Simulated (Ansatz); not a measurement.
This is a one-shot G0W0 calculation with Ansatz on BP in the zincblende structure; the level of theory is G0W0@PBE with 94 empty bands, a screening cutoff of 150 eV and a 6×6×6 mesh. The cell was relaxed with r2SCAN and then strained, so it isn't that functional's minimum.

Input (YAML):
```yaml
crystal:
  lattice:
    - [0.0, 2.2229493555, 2.2868380549]
    - [2.2229493555, 0.0, 2.2868380549]
    - [2.2229493555, 2.2229493555, 0.0]
  atoms:
    - { symbol: B, position: [0.0, 0.0, 0.0] }
    - { symbol: P, position: [0.25, 0.25, 0.25] }
kpoints:
  mp_grid: { grid: [6, 6, 6] }
hamiltonian:
  xc: pbe
scf:
  occupations: { method: fixed }
gw:
  n_empty_bands: 94
  ecut_chi: 150
  qp_bands: [v2, c2]
  qp_kpoints: band_edges
  screening: { model: contour_deformation }
```

Wall time 28 s on 1 × NVIDIA H100 80GB HBM3 with 2 threads of AMD EPYC 7R13 Processor (Zen 3), on a shared host, load about 1.7 per core; peak host memory 1.3 GiB.

Problem. Predict the output.

Solution. What the program printed (shortened):
```
Functional definition: PBE
Crystal: 2 atoms, lattice volume = 22.601 Å³
Basis set: ecut = 420 eV, 443 PW (Γ)
Bands: 8, of which v1, the nominal top of the filled ones, is band 4 counted from 1 (3 counted from 0)
Symmetry: 8 space group operations
Space group: I-4m2 (ITA 119)
k-points: 30 of 216 (time reversal used)
preconditioner: auto → none  [insulator: Δε(μ)=1.065 eV  ℏωp=22.1 eV]
SCF 1 converged in 6 iterations: F = -912.399182 eV  dr2 = 1.84e-9
SCF converged after 6 iterations
Free energy (F): -912.399182 eV
Fermi energy:    9.828418 eV
--- G₀W₀: contour deformation, 7 samples at zero and on the imaginary axis and 2 off it, 216 q-points, 94 empty bands' worth ---
    ik  band        ε_KS         Σx   Σc(E_QP)       V_xc       Z   E_QP_lin       E_QP  E_QP is
     0     3      9.8284   -16.4751     1.0951   -14.8674  0.7909     9.3143     9.3158  root
     0     4      9.8284   -16.4751     1.0951   -14.8674  0.7909     9.3143     9.3158  root
     0     5     13.1359    -8.8015    -4.5738   -13.7553  0.7902    13.5170    13.5158  root
     0     6     13.1359    -8.8015    -4.5738   -13.7553  0.7902    13.5170    13.5158  root
     1     3      8.9280   -16.6216     1.3462   -14.7338  0.7879     8.3844     8.3865  root
     1     4      9.1729   -16.5204     1.2752   -14.7141  0.7882     8.6400     8.6418  root
     1     5     13.7814    -8.8026    -4.7885   -13.9448  0.7873    14.1363    14.1352  root
     1     6     14.0902    -8.6155    -4.8812   -13.9028  0.7838    14.4980    14.4963  root
     2     3      8.0583   -17.0056     1.7397   -14.6688  0.7827     7.4583     7.4612  root
     2     4      8.3991   -16.9252     1.6514   -14.6901  0.7836     7.8127     7.8154  root
     2     5     13.6984    -8.8481    -4.8976   -14.0600  0.7878    14.0135    14.0126  root
     2     6     14.6260    -7.7485    -5.0868   -13.2261  0.7854    15.0183    15.0167  root
     3     3      7.7422   -17.1849     1.8939   -14.6719  0.7803     7.1202     7.1231  root
     3     4      8.1255   -17.1183     1.7993   -14.7139  0.7815     7.5175     7.5204  root
     3     5     13.5544    -8.8068    -4.8920   -14.0047  0.7891    13.8611    13.8603  root
     3     6     14.4637    -7.5446    -5.0431   -12.9581  0.7887    14.8354    14.8341  root
     4     3      7.9125   -17.6751     1.8605   -15.1871  0.7778     7.2816     7.2850  root
     4     4      7.9585   -16.5577     1.6656   -14.3088  0.7823     7.3726     7.3753  root
     4     5     12.1025    -8.3428    -4.3468   -12.9821  0.7976    12.3958    12.3950  root
     4     6     15.5113    -8.4854    -5.3444   -14.2715  0.7716    15.9554    15.9531  root
     9     3      6.0107   -17.2434     2.4903   -14.0725  0.7671     5.3248     5.3301  root
     9     4      6.0896   -17.1930     2.4709   -14.0452  0.7669     5.4075     5.4127  root
     9     5     10.9654    -7.9486    -4.1470   -12.2763  0.8027    11.1464    11.1462  root
     9     6     12.9531    -6.4872    -4.7241   -11.4094  0.8025    13.1515    13.1512  root
    12     3      5.3687   -17.4683     2.7728   -13.9897  0.7599     4.6565     4.6629  root
    12     4      5.4283   -17.4239     2.7484   -13.9752  0.7602     4.7214     4.7280  root
    12     5     10.8955    -7.3969    -4.2333   -11.7637  0.8033    11.0290    11.0289  root
    12     6     11.2242    -7.3121    -4.2775   -11.7551  0.8087    11.3898    11.3896  root
    13     3      8.0737   -16.5522     1.6399   -14.3347  0.7824     7.4936     7.4961  root
    13     4      8.0737   -16.5522     1.6399   -14.3347  0.7824     7.4936     7.4961  root
    13     5     12.3568    -8.2751    -4.3998   -12.9689  0.7975    12.6514    12.6508  root
    13     6     15.6686    -8.5116    -5.3739   -14.3279  0.7705    16.1133    16.1110  root
    25     3      6.3202   -17.1760     2.4223   -14.0819  0.7681     5.6432     5.6485  root
    25     4      6.3202   -17.1760     2.4223   -14.0819  0.7681     5.6432     5.6485  root
    25     5     11.3196    -7.8727    -4.2198   -12.2774  0.8031    11.5048    11.5045  root
    25     6     13.1345    -6.5237    -4.7131   -11.4271  0.8039    13.3251    13.3247  root
  […]
```
The trailing digits, and the zero of the energies, depend on the potentials and thresholds.

The points are ik 0 = (0, 0, 0) (Γ), ik 1 = (0, 0, 1/6), ik 2 = (0, 0, 1/3), ik 3 = (0, 0, -1/2) (L), ik 4 = (0, 1/6, 1/6), ik 9 = (0, 1/3, 1/3), ik 12 = (0, -1/2, -1/2) (X), ik 13 = (1/6, 1/6, 0), ik 25 = (1/3, 1/3, 0), ik 29 = (-1/2, -1/2, 0) (X); band 4 is the last filled one.

The quasiparticle gap on this mesh is 1.71 eV (Γ to X), against 1.07 eV from PBE: +0.64 eV. Renormalisation factors Z lie between 0.76 and 0.81. G0W0 here is at a finite number of bands, screening cutoff and k mesh, not at the basis limit.

The values are computed, spin-unpolarised, and not measurements.
